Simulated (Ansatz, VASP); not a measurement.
# Two plane-wave programs on NbAs

INCAR

```
SYSTEM = NbAs
  PREC = Accurate
  ENCUT = 600
  EDIFF = 1E-6
  ISMEAR = -1
  SIGMA = 0.05
  LREAL = .FALSE.
  LASPH = .TRUE.
  NELM = 60
  ALGO = Normal
  ISIF = 3
  LWAVE = .FALSE.
  LCHARG = .FALSE.
  GGA = PE
  IBRION = 2
  NSW = 100
  EDIFFG = -0.005
```

The input KPOINTS:

```
regular mesh
0
G
  11 11 11
  0 0 0
```

The input POSCAR:

```
NbAs
1.0
    0.0000000000      2.6118986463      2.6118986463
    2.6118986463      0.0000000000      2.6118986463
    2.6118986463      2.6118986463      0.0000000000
Nb As
1 1
Direct
    0.0000000000      0.0000000000      0.0000000000
    0.5000000000      0.5000000000      0.5000000000
```

Input for Ansatz:

```yaml
crystal:
  lattice:
    - [0.0, 2.6118986463, 2.6118986463]
    - [2.6118986463, 0.0, 2.6118986463]
    - [2.6118986463, 2.6118986463, 0.0]
  atoms:
    - { symbol: Nb, position: [0.0, 0.0, 0.0] }
    - { symbol: As, position: [0.5, 0.5, 0.5] }
kpoints:
  mp_grid: { grid: [11, 11, 11] }
scf:
  occupations: { method: fermi_dirac, width: 0.05 }
hamiltonian:
  xc: pbe
  pseudopotentials: { kind: paw }
output:
  forces: true
  stress: true
  write_density: true
  write_potential: true
  elf: true
  volumetric_format: npy
relax:
  f_tol: 0.005
  max_steps: 80
  cell: {}
```

Alike in both runs: task relaxation of cell and atoms; functional PBE; k mesh 11 × 11 × 11; occupations fermi-dirac, width 0.05 eV; no spin polarisation.

|  | VASP | Ansatz |
| --- | --- | --- |
| version | VASP 6.6.1 | Ansatz 0.2.0 |
| potentials or method | VASP PAW PBE potentials, release 64 (Nb_sv, As) | PAW with Ansatz's default frozen-core files, scalar-relativistic |
| plane-wave cutoff (eV) | 600 | 420 |
| valence electrons in the cell | 18 | 28 |

|  | VASP | Ansatz | Ansatz less VASP |
| --- | --- | --- | --- |
| relaxed volume (Å³/atom) | 18.36 | 18.35 | -0.010 |
| relaxed cell length with the largest relative difference (Å) | 3.731 | 3.730 | -0.0007 |
| energy change over the relaxation (meV/atom) | -7 | -7 | +0.2 |

The two sets of potentials don't hold the same shells in valence.
